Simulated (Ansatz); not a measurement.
Ansatz input file:

```yaml
crystal:
  lattice:
    - [3.566214861, -2.5603812288, 0.1019159554]
    - [3.4843651355, 2.4435767471, 0.0012397862]
    - [0.1032490488, -0.1438009036, 7.0621342762]
  atoms:
    - { symbol: Ba, position: [0.7551683995, 0.2421838836, 0.2453532976] }
    - { symbol: Ba, position: [0.2448316005, 0.7578161164, 0.7546467024] }
basis:
  ecutwfc: 420
kpoints:
  mp_grid: { grid: [10, 10, 6] }
hamiltonian:
  xc: pbe
scf:
  occupations: { method: gaussian, width: 0.1 }
output:
  forces: true
  stress: true
  eigenvalues: true
```

It can be run as
```bash
ansatz run input.yaml --threads 1 --pin off --backend cpu --events-out ev --progress --plain --runs-dir out  # memory cap (--max-ram) not shown
```

Computed with Ansatz, DFT PBE, scalar-relativistic, plane waves, PAW.

Abridged output (final results; tables in files aren't shown):

```
SCF 1 converged in 6 iterations: F = -11899.068119 eV  dr2 = 5.21e-9
SCF converged after 6 iterations
Free energy (F): -11899.068119 eV
Harris-Foulkes:  -11899.068119 eV  (|F-HF|=3.05e-9)
Internal energy: -11899.055607 eV  (E = F + TS)
E sigma→0 (E₀):  -11899.061863 eV
Entropy (-TS):   -0.012512 eV (-6.256 meV/atom)
Fermi energy:    5.906895 eV
--- Per-component energies (eV) ---
  E_band       = -167.692591
  E_kinetic    = 332.986719
  E_local      = -749.061721  (includes V_loc(G=0)·N_el)
  E_nonlocal   = 114.239135
  E_hartree    = 236.487077
  E_xc         = -333.109546
  E_vxc        = -267.281186  (∫ρ·V_xc dr)
  E_paw        = -10451.671477  (= ΣΔE_a)
  E_vpaw       = -71.549777  (= ΣTr[D̂ρ^β])
  E_aug_tail   = -0.000003  (compensation charges beyond the density's cutoff)
  E_ewald      = -1048.925790
  E_smearing   = -0.012512  (= −TS)
--- Forces (eV/Å), atoms counted from 1 ---
  atom   1  Ba    -0.00154265     0.05096310     0.10349130
  atom   2  Ba     0.00154265    -0.05096310    -0.10349130
--- Stress (GPa, compression-positive) ---
        0.164518       0.359344      -0.092749
        0.359344       0.132731       0.455512
       -0.092749       0.455512       0.193385
  P = ⅓ Tr σ = 0.1635 GPa (1.635 kbar)
--- Band table (eV; the first three rows and the last of 304) ---
  k-point 0: bands = ["-22.9255", "-22.8780", "-8.3579", "-8.0198", "-7.8886", "-7.8687", "-7.8651", "-7.8477", "3.1821", "5.0385", "6.6030", "7.1892", "7.6323", "7.6465"]
  k-point 1: bands = ["-22.9224", "-22.8811", "-8.3275", "-8.0108", "-7.9069", "-7.8816", "-7.8683", "-7.8579", "3.3141", "4.9761", "6.6571", "7.0298", "7.5668", "7.6572"]
  k-point 2: bands = ["-22.9142", "-22.8894", "-8.2437", "-7.9993", "-7.9787", "-7.9110", "-7.8675", "-7.8635", "3.6833", "4.7022", "6.8116", "6.8824", "7.3459", "7.4503"]
  k-point 303: bands = ["-22.8644", "-22.8579", "-8.2917", "-8.2745", "-8.1306", "-8.0981", "-8.0524", "-8.0203", "5.6865", "5.6917", "6.0715", "6.1367", "7.6308", "7.6678"]
```

Self-consistency was reached.